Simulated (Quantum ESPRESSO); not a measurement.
# CeO2 (Fm-3m) in Quantum ESPRESSO: notebook, part 2 of 2

Quantum ESPRESSO 7.5.

**4. Single point, PBE+U, collinear spin, ferromagnetic start**

pw.in reads:

```
&CONTROL
  calculation = 'scf'
  prefix = 'pwscf'
  outdir = './tmp'
  pseudo_dir = './pseudo'
  tprnfor = .true.
  tstress = .true.
  disk_io = 'nowf'
/
&SYSTEM
  ibrav = 0
  A = 3.8235385
  nat = 3
  ntyp = 2
  ecutwfc = 55
  ecutrho = 440
  nbnd = 22
  occupations = 'smearing'
  smearing = 'fd'
  degauss = 0.00367493
  nspin = 2
  starting_magnetization(1) = 0.0833
  starting_magnetization(2) = 0
/
&ELECTRONS
  conv_thr = 6d-10
  electron_maxstep = 120
  mixing_beta = 0.3
/
ATOMIC_SPECIES
Ce   140.1160 Ce.paw.z_12.atompaw.wentzcovitch.v1.2.upf
O     15.9990 O.pbe-n-kjpaw_psl.0.1.UPF
CELL_PARAMETERS alat
   0.0000000000    0.7071067808    0.7071067808
   0.7071067808    0.0000000000    0.7071067808
   0.7071067808    0.7071067808    0.0000000000
ATOMIC_POSITIONS alat
Ce     0.0000000000    0.0000000000    0.0000000000
O      1.0606601712    1.0606601712    1.0606601712
O      0.3535533904    0.3535533904    0.3535533904
K_POINTS automatic
9 9 9 0 0 0
HUBBARD {atomic}
U Ce-4f 3.0
```

The run is started by

```sh
OMP_NUM_THREADS=1 pw.x -in pw.in > pw.out
```

It took 71 s on 1 thread of Intel Xeon 6975P-C (Granite Rapids), shared host; peak memory 0.51 GiB.

It converged, with:

* Free energy: -7696.9823 eV
* Pressure: 9.0 GPa
* Band gap on the k mesh: 2.10 eV, indirect (least direct gap 2.21 eV)
* Net moment: 0.00 μB per cell
* Absolute moment: 0.00 μB per cell
* Valence electrons inside the program's atomic spheres: Ce 7.06; O 6.23

Levels at points of the mesh, in eV from the valence-band top:
Spin up:
| k point | band 8 | band 9 | band 10 | band 11 | band 12 | band 13 | band 14 | band 15 | band 16 | band 17 |
| --- | --- | --- | --- | --- | --- | --- | --- | --- | --- | --- |
| (0.00, 0.00, 0.00) | -3.98 | -3.98 | -0.46 | -0.46 | -0.46 | 2.22 | 2.47 | 2.47 | 2.47 | 2.89 |
Spin down:
```
           k point  band 9  band 10  band 11  band 12  band 13  band 14  band 15  band 16
(0.00, 0.00, 0.00)   -3.98    -0.46    -0.46    -0.46     2.22     2.47     2.47     2.47
```

Eigenvalues of the final occupation matrices:
```csv
site,spin,trace,eigenvalues
Ce 1 4f,1,0.57,0.05 0.05 0.05 0.07 0.07 0.07 0.20
Ce 1 4f,2,0.57,0.05 0.05 0.05 0.07 0.07 0.07 0.20
```

Caveat: the magnetic or orbital state may not be the lowest; spin-orbit coupling is left out, which moves the levels of the heavy elements; an odd mesh through Γ misses points on the zone boundary, where band edges often lie.

**5. Single point, PBE+U, collinear spin, ferromagnetic start**

Changes to pw.in since step 4:

```diff
@@ -43,2 +43,2 @@
 HUBBARD {atomic}
-U Ce-4f 3.0
+U Ce-4f 4.0
```

Potentials or basis: SSSP 1.3 efficiency PBE.

The run is started by

```sh
OMP_NUM_THREADS=1 pw.x -in pw.in > pw.out
```

pw.out:

```text
This program is part of the open-source Quantum ESPRESSO suite
     for quantum simulation of materials; please cite
         "P. Giannozzi et al., J. Phys.:Condens. Matter 21 395502 (2009);
         "P. Giannozzi et al., J. Phys.:Condens. Matter 29 465901 (2017);
         "P. Giannozzi et al., J. Chem. Phys. 152 154105 (2020);
     in publications or presentations arising from this work. More details at

     file Ce.paw.z_12.atompaw.wentzcovitch.v1.2.upf: wavefunction(s)  6S 0P 5D 0D 4F 0F renormalized
     file O.pbe-n-kjpaw_psl.0.1.UPF: wavefunction(s)  2P renormalized
     Message from routine setup:
     using ibrav=0 with symmetry is DISCOURAGED, use correct ibrav instead

     G-vector sticks info
     --------------------
     sticks:   dense  smooth     PW     G-vecs:    dense   smooth      PW
     Sum        1585     793    241                41559    14649    2445

     Using Slab Decomposition

     bravais-lattice index     =            0
     lattice parameter (alat)  =       7.2254  a.u.
     unit-cell volume          =     266.7338 (a.u.)^3
     number of atoms/cell      =            3
     number of atomic types    =            2
     number of electrons       =        24.00
     number of Kohn-Sham states=           22
     kinetic-energy cutoff     =      55.0000  Ry
     charge density cutoff     =     440.0000  Ry
     scf convergence threshold =      6.0E-10
     mixing beta               =       0.3000
     number of iterations used =            8  plain     mixing
     Exchange-correlation= SLA  PW   PBX  PBC
                           (   1   4   3   4   0   0   0)
     Hubbard projectors: atomic
     Hubbard parameters of DFT+U (Dudarev formulation) in eV:
     U(Ce-4f) =  4.0000

     Internal variables: lda_plus_u =T, lda_plus_u_kind = 0

     Internal variables: orbital_resolved =F, hub_pot_fix =F, apply_U = F

     celldm(1)=   7.225441  celldm(2)=   0.000000  celldm(3)=   0.000000
     celldm(4)=   0.000000  celldm(5)=   0.000000  celldm(6)=   0.000000

     crystal axes: (cart. coord. in units of alat)
               a(1) = (   0.000000   0.707107   0.707107 )
               a(2) = (   0.707107   0.000000   0.707107 )
               a(3) = (   0.707107   0.707107   0.000000 )

     reciprocal axes: (cart. coord. in units 2 pi/alat)
[... 396 lines left out ...]

     End of self-consistent calculation

     =================== HUBBARD OCCUPATIONS ===================
     ------------------------ ATOM    1 ------------------------
     Tr[ns(  1)] (up, down, total) =   0.53251  0.53250  1.06501
     Atomic magnetic moment for atom   1 =   0.00001
     SPIN  1
     eigenvalues:
       0.043  0.043  0.043  0.069  0.069  0.069  0.197
     eigenvectors (columns):
      -0.000  0.000 -0.000  0.103 -0.935 -0.340  0.000
       0.155  0.059  0.773 -0.504 -0.167  0.305 -0.000
       0.083 -0.785  0.043 -0.342  0.140 -0.488  0.000
       0.975  0.092 -0.203 -0.000 -0.000  0.000  0.000
       0.000 -0.000  0.000 -0.000 -0.000 -0.000 -1.000
       0.120  0.046  0.599  0.651  0.215 -0.394  0.000
      -0.064  0.608 -0.034 -0.442  0.181 -0.630  0.000
     occupation matrix ns (before diag.):
[... 14 lines left out ...]
      -0.978  0.094  0.188  0.000 -0.000  0.000  0.000
      -0.000 -0.000 -0.000 -0.000 -0.000 -0.000 -1.000
      -0.116  0.002 -0.601 -0.672  0.280 -0.310  0.000
       0.057  0.610 -0.009  0.331 -0.000 -0.718  0.000
     occupation matrix ns (before diag.):
       0.069  0.000  0.000  0.000 -0.000  0.000  0.000
       0.000  0.053  0.000  0.000  0.000 -0.013 -0.000
       0.000  0.000  0.053 -0.000 -0.000  0.000  0.013
       0.000  0.000 -0.000  0.043 -0.000 -0.000  0.000
      -0.000  0.000 -0.000 -0.000  0.197 -0.000 -0.000
       0.000 -0.013  0.000 -0.000 -0.000  0.059  0.000
       0.000 -0.000  0.013  0.000 -0.000  0.000  0.059

     Number of occupied Hubbard levels =    1.0650

 ------ SPIN UP ------------

          k = 0.0000 0.0000 0.0000 (  1837 PWs)   bands (ev):

   -22.1027  -5.1429  -4.1064  -4.1064  -4.1064  -4.0194   7.2531   7.2531
     7.2531  10.8610  10.8610  10.8610  13.3910  13.8178  13.8178  13.8178
    14.1650  14.1650  14.1650  16.8800  16.8800  18.0733
[... 201 lines left out ...]
   -21.8461  -7.1803  -6.7938  -4.6574  -2.3216  -1.7890   8.2911   8.8640
     9.8861  10.2295  10.5347  10.7684  13.5118  13.6163  13.6262  13.8111
    13.8663  13.8842  13.9957  17.2622  18.3725  19.8435

 ------ SPIN DOWN ----------

          k = 0.0000 0.0000 0.0000 (  1837 PWs)   bands (ev):

   -22.1027  -5.1429  -4.1064  -4.1064  -4.1064  -4.0194   7.2531   7.2531
     7.2531  10.8610  10.8610  10.8610  13.3911  13.8178  13.8178  13.8178
    14.1650  14.1650  14.1650  16.8800  16.8800  18.0732
[... 201 lines left out ...]
   -21.8461  -7.1803  -6.7938  -4.6574  -2.3216  -1.7891   8.2911   8.8640
     9.8861  10.2295  10.5347  10.7684  13.5118  13.6163  13.6262  13.8111
    13.8663  13.8842  13.9958  17.2622  18.3725  19.8434

     the Fermi energy is    12.2939 ev

!    total energy              =    -565.68185456 Ry
     total all-electron energy =      -783.375639 Ry
     estimated scf accuracy    <          3.0E-10 Ry
     smearing contrib. (-TS)   =      -0.00000000 Ry
     internal energy E=F+TS    =    -565.68185456 Ry

     The total energy is F=E-TS. E is the sum of the following terms:
     one-electron contribution =     -10.40733587 Ry
     hartree contribution      =      24.23672463 Ry
     xc contribution           =     -28.76512814 Ry
     ewald contribution        =    -127.19791849 Ry
     Hubbard energy            =       0.13934529 Ry
     one-center paw contrib.   =    -423.68754198 Ry

     total magnetization       =     0.00 Bohr mag/cell
     absolute magnetization    =     0.00 Bohr mag/cell

     convergence has been achieved in  20 iterations

     Forces acting on atoms (cartesian axes, Ry/au):

     atom    1 type  1   force =     0.00000000    0.00000000   -0.00000000
     atom    2 type  2   force =     0.00000000    0.00000000    0.00000000
     atom    3 type  2   force =     0.00000000    0.00000000    0.00000000

     Total force =     0.000000     Total SCF correction =     0.000000

     Computing stress (Cartesian axis) and pressure

          total   stress  (Ry/bohr**3)                   (kbar)     P=       98.73
   0.00067118   0.00000000   0.00000000           98.73        0.00        0.00
   0.00000000   0.00067118   0.00000000            0.00       98.73        0.00
   0.00000000   0.00000000   0.00067118            0.00        0.00       98.73

=------------------------------------------------------------------------------=
   JOB DONE.
=------------------------------------------------------------------------------=
```

Run time: 92 s. Hardware: 1 thread of Intel Xeon 6975P-C (Granite Rapids), shared host; peak memory 0.5 GiB.

Results:

* Free energy: -7696.4937 eV
* Pressure: 9.9 GPa
* Band gap on the k mesh: 2.10 eV, indirect (least direct gap 2.27 eV)
* Net moment: 0.00 μB per cell
* Absolute moment: 0.00 μB per cell
* Valence electrons inside the program's atomic spheres: Ce 7.04; O 6.24

Eigenvalues of the final occupation matrices:
```csv
site,spin,trace,eigenvalues
Ce 1 4f,1,0.53,0.04 0.04 0.04 0.07 0.07 0.07 0.20
Ce 1 4f,2,0.53,0.04 0.04 0.04 0.07 0.07 0.07 0.20
```

Caveat: the magnetic or orbital state may not be the lowest; spin-orbit coupling is left out, which moves the levels of the heavy elements; an odd mesh through Γ misses points on the zone boundary, where band edges often lie. The state reached can hang on the start; a lower one may exist.

**6. Overview**

```csv
U,gap on the mesh (eV),pressure (GPa),moment (μB)
Ce f U = 1 eV,2.04,7.3,0.00
Ce f U = 2 eV,2.07,8.1,0.00
Ce f U = 3 eV,2.10,9.0,0.00
Ce f U = 4 eV,2.10,9.9,0.00
```

Alike in all rows: task single point; level PBE+U; potentials or basis SSSP 1.3 efficiency PBE; spin collinear, ferromagnetic start; cell as given; k mesh 9 × 9 × 9; cutoff (eV) 748; smearing fermi-dirac 0.05 eV.

On the cell as given the gap runs from 2.04 eV (PBE+U) to 2.10 eV (PBE+U).

Caveats: the magnetic or orbital state may not be the lowest; spin-orbit coupling is left out, which moves the levels of the heavy elements; an odd mesh through Γ misses points on the zone boundary, where band edges often lie.

Total energies depend on the potentials used, so only differences within one code and one set of settings carry meaning.
